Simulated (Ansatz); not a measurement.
A plane-wave DFT run in Ansatz 0.2.0 (scalar-relativistic PAW potentials unless the input names others): input and command.

```yaml
crystal:
  lattice:
    - [0.0, 1.9070312334, 1.9070312334]
    - [1.9070312334, 0.0, 1.9070312334]
    - [1.9070312334, 1.9070312334, 0.0]
  atoms:
    - { symbol: Zn, position: [0.0, 0.0, 0.0] }
basis:
  xc_grid: 2
  ecutrho_ratio: 8
kpoints:
  mp_grid: { grid: [18, 18, 18] }
hamiltonian:
  xc: pbesol
scf:
  occupations: { method: gaussian, width: 0.1 }
output:
  forces: true
  eigenvalues: true
  stress: true
accuracy: high
```

```bash
ansatz run input.yaml --threads 1 --pin off --max-ram 1331MiB --backend cpu --events-out ev --progress --plain --runs-dir out
```

Abridged log:
```
Basis set: ecut = 420 eV, 283 PW (Γ), exchange–correlation on 60×60×60 points (8 copies of the dense FFT grid, shifted against one another)
Bands: 10, of which v1, the nominal top of the filled ones, is band 6 counted from 1 (5 counted from 0)
Symmetry: 48 space group operations
k-points: 195 of 5832
SCF iter   1: F=—  HF=-3280.879133 eV  |F-HF|=—  |Δ(HF+E_count)|=         —  Δρ=4.98e-3  dr2=1.76e-3  ethr=1.77e-3  ⟨swp⟩=4.9  Hψ=12535  notcnv=0
SCF iter   2: F=—  HF=-3280.878832 eV  |F-HF|=—  |Δ(HF+E_count)|=   3.01e-4  Δρ=2.16e-3  dr2=3.68e-4  ethr=1.47e-5  ⟨swp⟩=2.0  Hψ=4891  notcnv=0  defer=2
SCF iter   3: F=—  HF=-3280.878575 eV  |F-HF|=—  |Δ(HF+E_count)|=   2.57e-4  Δρ=5.04e-4  dr2=1.22e-5  ethr=3.07e-6  ⟨swp⟩=2.0  Hψ=3060  notcnv=0  defer=2
SCF iter   4: F=—  HF=-3280.878579 eV  |F-HF|=—  |Δ(HF+E_count)|=   4.09e-6  Δρ=3.39e-5  dr2=8.91e-8  ethr=1.02e-7  ⟨swp⟩=1.9  Hψ=2713  notcnv=0  defer=2
SCF iter   5: F=-3280.878579 eV  HF=-3280.878579 eV  |F-HF|=1.16e-9  |Δ(HF+E_count)|=   1.44e-8  Δρ=7.30e-6  dr2=1.86e-9  ethr=7.43e-10  ⟨swp⟩=2.0  Hψ=3044  notcnv=0  defer=2
SCF iter   6: F=-3280.878579 eV  HF=-3280.878579 eV  |F-HF|=8.64e-12  |Δ(HF+E_count)|=   1.86e-9  Δρ=4.45e-7  dr2=7.94e-12  ethr=1.55e-11  ⟨swp⟩=2.2  Hψ=6503  notcnv=0
SCF 1 converged in 6 iterations: F = -3280.878579 eV  dr2 = 7.94e-12
  Residual-converged pass: ⟨swp⟩=4.4  Hψ=6381  notcnv=0  max |occ|·‖R‖ = 7.1e-9 eV (tolerance 1.0e-8 eV) dr2=7.93e-12  dr2_onsite=8.19e-12  max |Δocc| = 4.7e-11
SCF converged after 6 iterations
Free energy (F): -3280.878579 eV
Harris-Foulkes:  -3280.878579 eV  (|F-HF|=8.64e-12)
Internal energy: -3280.876857 eV  (E = F + TS)
E sigma→0 (E₀):  -3280.877718 eV
Entropy (-TS):   -0.001722 eV (-1.722 meV/atom)
Fermi energy:    12.208886 eV
--- Forces (eV/Å), atoms counted from 1 ---
  atom   1  Zn     0.00000000     0.00000000     0.00000000
--- Stress (GPa, compression-positive) ---
        1.662464       0.000000       0.000000
        0.000000       1.662464       0.000000
        0.000000       0.000000       1.662464
  P = ⅓ Tr σ = 1.6625 GPa (16.625 kbar)
```

Apart from outputs and empty bands, the input differs from a reference run on usual settings in basis.xc_grid: not typed → 2; basis.ecutrho_ratio: not typed → 8; accuracy: not typed → "high"; basis.ecutwfc: 420 → not typed. The reference, at the same geometry (not necessarily relaxed), gave pressure 1.66 GPa, largest force 0.000 eV/Å, no gap on the mesh. This run converged in 6 SCF iterations (reference: 6) with an energy at zero smearing within 0.01 meV/atom of the reference's, pressure 1.66 GPa, largest force 0.000 eV/Å, no gap on the mesh.